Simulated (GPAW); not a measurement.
# GaP (R-3m): the Ga K absorption edge, part 3 of 4

How does the Ga K edge of GaP (R-3m) move when the bonds are compressed or stretched?

GPAW 26.7.0; X-ray absorption from dipole matrix elements to empty bands, plane-wave PAW LDA.

So far. Step 4 (Spectrum with FCH, Ga atom 1): The energy difference (zero at 10381 eV) isn't read as a photon energy: for so heavy an absorber the terms left out (the hole's spin, the functional's error) amount to tens of eV or more. Step 6 (Spectrum with FCH, Ga atom 1): The scaled spectrum changes by 4 % r.m.s. The highest intensity below 24 eV goes from 3.2 eV (1.64) to 3.2 eV (1.55).

**7. Supercell without a hole, the energy reference**

Level of this step: plane-wave PAW DFT, LDA, self-consistent field (GPAW).

The cell changes for the next run, so it gets a reference energy of its own.

The cell differs from the one that the last finished run ended in (a 6.593 → 6.663 Å, b 6.593 → 6.663 Å, c 6.672 → 6.742 Å).

Contents of scf.py:

```python
import numpy as np
from ase import Atoms
from ase.parallel import parprint, paropen
from gpaw import GPAW, PW, FermiDirac, Mixer, MixerDif, setup_paths
from gpaw.test import gen
setup_paths.insert(0, '.')
gen('Ga', name='nch1s', xcname='LDA', corehole=(1, 0, 0), write_xml=True)
from gpaw.mpi import world
world.barrier()

atoms = Atoms('Ga6P6',
    cell=[[0, 6.66280946, 0],
     [5.77016225, 3.33140473, 0],
     [-1.92338742, -1.11046824, -6.36584798]],
    scaled_positions=[[0, 0.435372, 0.306116],
     [0.33333333, 0.76870533, 0.306116],
     [0.66666667, 0.10203867, 0.306116],
     [0, 0.564628, 0.693884],
     [0.33333333, 0.89796133, 0.693884],
     [0.66666667, 0.23129467, 0.693884],
     [0, 0.057389, 0.172167],
     [0.33333333, 0.39072233, 0.172167],
     [0.66666667, 0.72405567, 0.172167],
     [0, 0.942611, 0.827833],
     [0.33333333, 0.27594433, 0.827833],
     [0.66666667, 0.60927767, 0.827833]],
    pbc=True)
atoms.calc = calc = GPAW(legacy_gpaw=True, mode=PW(430, force_complex_dtype=True), xc='LDA', setups={0: 'nch1s'},
    kpts={'size': (3, 3, 3), 'gamma': True}, occupations=FermiDirac(0.02),
    charge=0, mixer=Mixer(0.1, 5, 50), maxiter=150,
    convergence={'density': 0.0001, 'eigenstates': 1e-6}, txt='scf.txt')
energy = atoms.get_potential_energy() + calc.get_reference_energy()
ef = calc.get_fermi_level()
out = dict(energy=energy, fermi=ef, forces=atoms.get_forces().tolist())
parprint(f'all-electron energy {energy:.4f} eV, Fermi level {ef:.4f} eV')
ev = np.array([[calc.get_eigenvalues(k, s) for k in range(len(calc.get_ibz_k_points()))] for s in range(calc.get_number_of_spins())])
out['homo'], out['lumo'], out['counts'] = ev[ev < ef].max(), ev[ev > ef].min(), sorted(set((ev < ef).sum((0, 2)).tolist()))
out['filled'] = (ev[:, 0] < ef).sum(1).tolist()
import json
with paropen('out.json', 'w') as f:
    json.dump(out, f)
```

Run with:

```
$ OMP_NUM_THREADS=1 mpirun -n 4 gpaw python scf.py
```

Numbers of over 12 decimals in the logs are rounded to 6 here.

The log of the run:

```text
Input parameters:
  convergence: {density: 0.0001,
                eigenstates: 1e-06}
  kpts: {gamma: True,
         size: (3, 3, 3)}
  maxiter: 150
  mixer: {backend: pulay,
          beta: 0.1,
          method: separate,
          nmaxold: 5,
          weight: 50}
  mode: {ecut: 430.0,
         force_complex_dtype: True,
         name: pw}
  occupations: {fixmagmom: False,
                name: fermi-dirac,
[...]
4s(2) :    -0.336865     1.140380
*s    :     0.663135
4p(1) :    -0.100461     1.012264
*p    :     0.899539
*d    :     0.000000
--------------------------------

Diagonalizing with gridspacing h=0.050

state   all-electron     PAW
-------------------------------
4s:      -0.336865    -0.337024
4p:      -0.100461    -0.100552
*d:                    0.030615
*f:                    0.065359
-------------------------------
all-electron energy -372544.6225 eV, Fermi level 5.5069 eV
[key lines of the parts left out:]
Converged after 16 iterations.
Dipole moment: (-0.000000, -0.000000, -0.000000) |e|*Ang
Free energy:    -60.651074
Fermi level: 5.50687
```

It took 14 s on 4 MPI ranks of Arm Neoverse V2, shared host; peak memory 0.25 GiB; 57 s of CPU time.

Reference energy: -372544.622 eV with the cores included.

**8. Spectrum with FCH, Ga atom 1**

Shorter bonds are expected to push antibonding states and scattering resonances up, and longer ones down; the cell is scaled to test that.

Changed against the first core-hole run: volume scale from 1 to 0.97.

Contents of xas.py:

```python
import numpy as np
from ase import Atoms
from ase.parallel import parprint, paropen
from gpaw import GPAW, PW, FermiDirac, Mixer, MixerDif, setup_paths
from gpaw.test import gen
setup_paths.insert(0, '.')
gen('Ga', name='fch1s', xcname='LDA', corehole=(1, 0, 1), write_xml=True)
from gpaw.mpi import world
world.barrier()

atoms = Atoms('Ga6P6',
    cell=[[0, 6.66280946, 0],
     [5.77016225, 3.33140473, 0],
     [-1.92338742, -1.11046824, -6.36584798]],
    scaled_positions=[[0, 0.435372, 0.306116],
     [0.33333333, 0.76870533, 0.306116],
     [0.66666667, 0.10203867, 0.306116],
     [0, 0.564628, 0.693884],
     [0.33333333, 0.89796133, 0.693884],
     [0.66666667, 0.23129467, 0.693884],
     [0, 0.057389, 0.172167],
     [0.33333333, 0.39072233, 0.172167],
     [0.66666667, 0.72405567, 0.172167],
     [0, 0.942611, 0.827833],
     [0.33333333, 0.27594433, 0.827833],
     [0.66666667, 0.60927767, 0.827833]],
    pbc=True)
atoms.calc = calc = GPAW(legacy_gpaw=True, mode=PW(430, force_complex_dtype=True), xc='LDA', setups={0: 'fch1s'},
    kpts={'size': (3, 3, 3), 'gamma': True}, occupations=FermiDirac(0.02),
    charge=0, mixer=Mixer(0.1, 5, 50), maxiter=150,
    convergence={'density': 0.0001, 'eigenstates': 1e-6}, txt='scf.txt')
energy = atoms.get_potential_energy() + calc.get_reference_energy()
ef = calc.get_fermi_level()
out = dict(energy=energy, fermi=ef, forces=atoms.get_forces().tolist())
parprint(f'all-electron energy {energy:.4f} eV, Fermi level {ef:.4f} eV')
ev = np.array([[calc.get_eigenvalues(k, s) for k in range(len(calc.get_ibz_k_points()))] for s in range(calc.get_number_of_spins())])
out['homo'], out['lumo'], out['counts'] = ev[ev < ef].max(), ev[ev > ef].min(), sorted(set((ev < ef).sum((0, 2)).tolist()))
out['filled'] = (ev[:, 0] < ef).sum(1).tolist()

from ase.units import Ha
from gpaw.xas import dipole_matrix_elements
nb = int(calc.get_number_of_electrons() / 2) + 148
top, nb = nb, nb + 8 + nb // 12
nscf = calc.fixed_density(kpts={'size': (5, 5, 4), 'gamma': True}, nbands=nb,
    convergence={'bands': top, 'eigenstates': 5e-3}, maxiter=60, txt='nscf.txt')
cell = atoms.cell.array
ops = [cell.T @ U.T @ np.linalg.inv(cell.T) for U in nscf.wfs.kd.symmetry.op_scc]
filled = [24]  # bands filled in the ground state, by spin
E = np.arange(-6, 34, 0.1)
fwhm = np.interp(E, [4, 25], [1.82, 3.5])
Y, X, zero, highest = 0, 0, 1e9, 1e9
for spin in range(nscf.get_number_of_spins()):
    wfs = nscf.wfs
    mine = wfs.bd.get_slice()  # this rank's bands
    A = dipole_matrix_elements(wfs.setups[0])
    eps = np.zeros((wfs.kd.nibzkpts, nb))
    d = np.zeros((3, A.shape[1], wfs.kd.nibzkpts, nb), complex)
    for kpt in wfs.kpt_u:
        if kpt.s == spin and 0 in kpt.P_ani:
            eps[kpt.k, mine] = kpt.eps_n * Ha
            d[:, :, kpt.k, mine] = (kpt.weight * wfs.nspins / 2) ** 0.5 * np.inner(A, kpt.P_ani[0])
    world.sum(eps)
    world.sum(d)
    T = np.einsum('amkn,bmkn->abkn', d, d.conj()).real
    T = sum(np.einsum('ai,ijkn,bj->abkn', R, T, R) for R in ops) / len(ops)
    empty = np.ones_like(eps, bool) & (np.arange(nb) >= filled[spin])
    zero, highest = min(zero, eps[empty].min()), min(highest, eps[:, top - 1].min())
    lines = [(eps, T, empty)] if spin == 0 else lines + [(eps, T, empty)]
for eps, T, empty in lines:
    f = np.einsum('aakn->akn', T).reshape(3, -1)
    x = eps.ravel() - zero
    w = np.interp(x, E, fwhm) / 2.35482
    g = np.exp(-0.5 * ((E[:, None] - x) / w) ** 2) / (w * (2 * np.pi) ** 0.5)
    Y = Y + (f * empty.ravel()) @ g.T
    X = X + (f * ~empty.ravel()) @ g.T
out.update(E=E.round(2).tolist(), xas=Y.tolist(), xes=X.tolist(), zero=zero, valid=highest - zero, nk=len(eps), nb=nb)
for i in range(0, len(E), 10):
    parprint(f'{E[i]:7.2f}', *(f'{v:10.3e}' for v in Y[:, i]))
import json
with paropen('out.json', 'w') as f:
    json.dump(out, f)
```

Run with:

```
$ OMP_NUM_THREADS=1 mpirun -n 4 gpaw python xas.py
```

The log of the run:

```text
Input parameters:
  convergence: {density: 0.0001,
                eigenstates: 1e-06}
  kpts: {gamma: True,
         size: (3, 3, 3)}
  maxiter: 150
  mixer: {backend: pulay,
          beta: 0.1,
          method: separate,
          nmaxold: 5,
          weight: 50}
  mode: {ecut: 430.0,
         force_complex_dtype: True,
         name: pw}
  occupations: {fixmagmom: False,
                name: fermi-dirac,
[...]
*p    :     0.576803
*d    :     0.000000
--------------------------------

Diagonalizing with gridspacing h=0.050

state   all-electron     PAW
-------------------------------
4s:      -0.729245    -0.729478
4p:      -0.423197    -0.423398
*d:                   -0.111370
*f:                   -0.021469
-------------------------------
all-electron energy -362169.2890 eV, Fermi level 5.3322 eV
[...]
32.00  9.935e-08  9.928e-08  8.560e-08
  33.00  8.358e-08  8.425e-08  6.947e-08
[key lines of the parts left out:]
Converged after 15 iterations.
Dipole moment: (0.127786, 0.073778, 0.364505) |e|*Ang
Free energy:    -74.880279
Fermi level: 5.33224
```

It took 2.8 min on 4 MPI ranks; peak memory 0.58 GiB; 11 min of CPU time.

```
E (eV)  first run  this run
  -2.0       0.00      0.00
  -1.0       0.03      0.04
   0.0       0.27      0.30
   1.0       0.78      0.80
   2.0       1.27      1.27
   3.0       1.64      1.59
   4.0       1.43      1.38
   5.0       1.12      1.09
   6.0       1.02      1.00
   7.0       0.97      0.97
   8.0       0.96      0.96
   9.0       0.98      0.97
  10.0       1.04      1.03
  11.0       1.10      1.09
  12.0       1.09      1.10
  13.0       0.96      1.00
  14.0       0.83      0.87
  15.0       0.79      0.81
  16.0       0.82      0.83
  17.0       0.85      0.86
  18.0       0.85      0.85
  19.0       0.83      0.84
  20.0       0.81      0.82
  21.0       0.76      0.78
  22.0       0.72      0.73
  23.0       0.71      0.71
  24.0       0.74      0.72
  25.0       0.80      0.78
  26.0       0.85      0.84
  27.0       0.88      0.88
  28.0       0.87      0.89
  29.0       0.83      0.86
```

The scaled spectrum changes by 2 % r.m.s. The highest intensity below 24 eV goes from 3.2 eV (1.64) to 3.0 eV (1.59).

The photon energy of the zero moves by +0.10 eV.

**9. Reference energy of the supercell**

The cell changes for the next run, so it gets a reference energy of its own.

The cell differs from the one that the last finished run ended in (a 6.663 → 6.797 Å, b 6.663 → 6.797 Å, c 6.742 → 6.878 Å).

Changes to scf.py since step 7:

```diff
@@ -11,5 +11,5 @@
 atoms = Atoms('Ga6P6',
-    cell=[[0, 6.66280946, 0],
-     [5.77016225, 3.33140473, 0],
-     [-1.92338742, -1.11046824, -6.36584798]],
+    cell=[[0, 6.79744795, 0],
+     [5.8867626, 3.39872397, 0],
+     [-1.9622542, -1.13290799, -6.49448563]],
     scaled_positions=[[0, 0.435372, 0.306116],
```

Run with:

```
$ OMP_NUM_THREADS=1 mpirun -n 4 gpaw python scf.py
```

The log of the run:

```text
Input parameters:
  convergence: {density: 0.0001,
                eigenstates: 1e-06}
  kpts: {gamma: True,
         size: (3, 3, 3)}
  maxiter: 150
  mixer: {backend: pulay,
          beta: 0.1,
          method: separate,
          nmaxold: 5,
          weight: 50}
  mode: {ecut: 430.0,
         force_complex_dtype: True,
         name: pw}
  occupations: {fixmagmom: False,
                name: fermi-dirac,
[...]
4s(2) :    -0.336865     1.140380
*s    :     0.663135
4p(1) :    -0.100461     1.012264
*p    :     0.899539
*d    :     0.000000
--------------------------------

Diagonalizing with gridspacing h=0.050

state   all-electron     PAW
-------------------------------
4s:      -0.336865    -0.337024
4p:      -0.100461    -0.100552
*d:                    0.030615
*f:                    0.065359
-------------------------------
all-electron energy -372544.3011 eV, Fermi level 4.8451 eV
[key lines of the parts left out:]
Converged after 17 iterations.
Dipole moment: (-0.000000, -0.000000, -0.000000) |e|*Ang
Free energy:    -60.329680
Fermi level: 4.84507
```

It took 21 s on 4 MPI ranks; peak memory 0.26 GiB.

Reference energy: -372544.301 eV with the cores included.

**10. Spectrum with FCH, Ga atom 1**

Shorter bonds are expected to push antibonding states and scattering resonances up, and longer ones down; the cell is scaled to test that.

Changed against the first core-hole run: volume scale from 1 to 1.03.

Changes to xas.py since step 8:

```diff
@@ -11,5 +11,5 @@
 atoms = Atoms('Ga6P6',
-    cell=[[0, 6.66280946, 0],
-     [5.77016225, 3.33140473, 0],
-     [-1.92338742, -1.11046824, -6.36584798]],
+    cell=[[0, 6.79744795, 0],
+     [5.8867626, 3.39872397, 0],
+     [-1.9622542, -1.13290799, -6.49448563]],
     scaled_positions=[[0, 0.435372, 0.306116],
@@ -41,3 +41,3 @@
 from gpaw.xas import dipole_matrix_elements
-nb = int(calc.get_number_of_electrons() / 2) + 148
+nb = int(calc.get_number_of_electrons() / 2) + 157
 top, nb = nb, nb + 8 + nb // 12
```

Run with:

```
$ OMP_NUM_THREADS=1 mpirun -n 4 gpaw python xas.py
```

The log of the run:

```text
Input parameters:
  convergence: {density: 0.0001,
                eigenstates: 1e-06}
  kpts: {gamma: True,
         size: (3, 3, 3)}
  maxiter: 150
  mixer: {backend: pulay,
          beta: 0.1,
          method: separate,
          nmaxold: 5,
          weight: 50}
  mode: {ecut: 430.0,
         force_complex_dtype: True,
         name: pw}
  occupations: {fixmagmom: False,
                name: fermi-dirac,
[...]
*p    :     0.576803
*d    :     0.000000
--------------------------------

Diagonalizing with gridspacing h=0.050

state   all-electron     PAW
-------------------------------
4s:      -0.729245    -0.729478
4p:      -0.423197    -0.423398
*d:                   -0.111370
*f:                   -0.021469
-------------------------------
all-electron energy -362168.3597 eV, Fermi level 4.6256 eV
[...]
32.00  8.749e-08  8.795e-08  7.454e-08
  33.00  8.091e-08  8.167e-08  6.827e-08
[key lines of the parts left out:]
Converged after 16 iterations.
Dipole moment: (0.129815, 0.074949, 0.358004) |e|*Ang
Free energy:    -73.950987
Fermi level: 4.62560
```

Elapsed: 4.2 min, on 4 MPI ranks; peak memory 0.62 GiB.

```
E (eV)  first run  this run
  -2.0       0.00      0.00
  -1.0       0.03      0.03
   0.0       0.27      0.24
   1.0       0.78      0.75
   2.0       1.27      1.27
   3.0       1.64      1.67
   4.0       1.43      1.50
   5.0       1.12      1.16
   6.0       1.02      1.05
   7.0       0.97      0.98
   8.0       0.96      0.96
   9.0       0.98      0.98
  10.0       1.04      1.05
  11.0       1.10      1.10
  12.0       1.09      1.07
  13.0       0.96      0.92
  14.0       0.83      0.79
  15.0       0.79      0.77
  16.0       0.82      0.82
  17.0       0.85      0.84
  18.0       0.85      0.84
  19.0       0.83      0.83
  20.0       0.81      0.80
  21.0       0.76      0.76
  22.0       0.72      0.72
  23.0       0.71      0.72
  24.0       0.74      0.76
  25.0       0.80      0.81
  26.0       0.85      0.86
  27.0       0.88      0.87
  28.0       0.87      0.85
  29.0       0.83      0.79
```

The scaled spectrum changes by 2 % r.m.s. The highest intensity below 24 eV stays at 3.2 eV.

The photon energy of the zero moves by -0.11 eV.

**11. Reference energy of the supercell**

The cell changes for the next run, so it gets a reference energy of its own.

The cell differs from the one that the last finished run ended in (a 6.797 → 6.863 Å, b 6.797 → 6.863 Å, c 6.878 → 6.945 Å).

Changes to scf.py since step 9:

```diff
@@ -11,5 +11,5 @@
 atoms = Atoms('Ga6P6',
-    cell=[[0, 6.79744795, 0],
-     [5.8867626, 3.39872397, 0],
-     [-1.9622542, -1.13290799, -6.49448563]],
+    cell=[[0, 6.86281203, 0],
+     [5.94336956, 3.43140602, 0],
+     [-1.98112319, -1.14380201, -6.55693644]],
     scaled_positions=[[0, 0.435372, 0.306116],
```

Run with:

```
$ OMP_NUM_THREADS=1 mpirun -n 4 gpaw python scf.py
```

The log of the run:

```text
Input parameters:
  convergence: {density: 0.0001,
                eigenstates: 1e-06}
  kpts: {gamma: True,
         size: (3, 3, 3)}
  maxiter: 150
  mixer: {backend: pulay,
          beta: 0.1,
          method: separate,
          nmaxold: 5,
          weight: 50}
  mode: {ecut: 430.0,
         force_complex_dtype: True,
         name: pw}
  occupations: {fixmagmom: False,
                name: fermi-dirac,
[...]
4s(2) :    -0.336865     1.140380
*s    :     0.663135
4p(1) :    -0.100461     1.012264
*p    :     0.899539
*d    :     0.000000
--------------------------------

Diagonalizing with gridspacing h=0.050

state   all-electron     PAW
-------------------------------
4s:      -0.336865    -0.337024
4p:      -0.100461    -0.100552
*d:                    0.030615
*f:                    0.065359
-------------------------------
all-electron energy -372544.0085 eV, Fermi level 4.5026 eV
[key lines of the parts left out:]
Converged after 17 iterations.
Dipole moment: (-0.000000, -0.000000, -0.000000) |e|*Ang
Free energy:    -60.036996
Fermi level: 4.50257
```

Elapsed: 21 s, on 4 MPI ranks; peak memory 0.26 GiB.

Reference energy: -372544.008 eV with the cores included.

(Continued in part 4 of 4.)

[Banner, clock and machine lines of the logs are left out without a mark of their own.]

[Logs are printed without paths, hosts, clocks, repeated set-up lines and the standing remarks that a program may print on its own settings, such as how far it seeks lower states.]

[Hosts, paths, dates, database ids (printed as entryN), source tags and the programs' standing remarks are cut or masked in the printed files.]

[Lists of maxima count a maximum above −3 eV only where it reaches 4 % of the highest in the window and stands out from its surroundings by 2 % of it (1.5 % where it reaches 55 %); shoulders and weaker maxima are passed over, and of the rest the first, up to two pre-edge ones and the few strongest are named.]
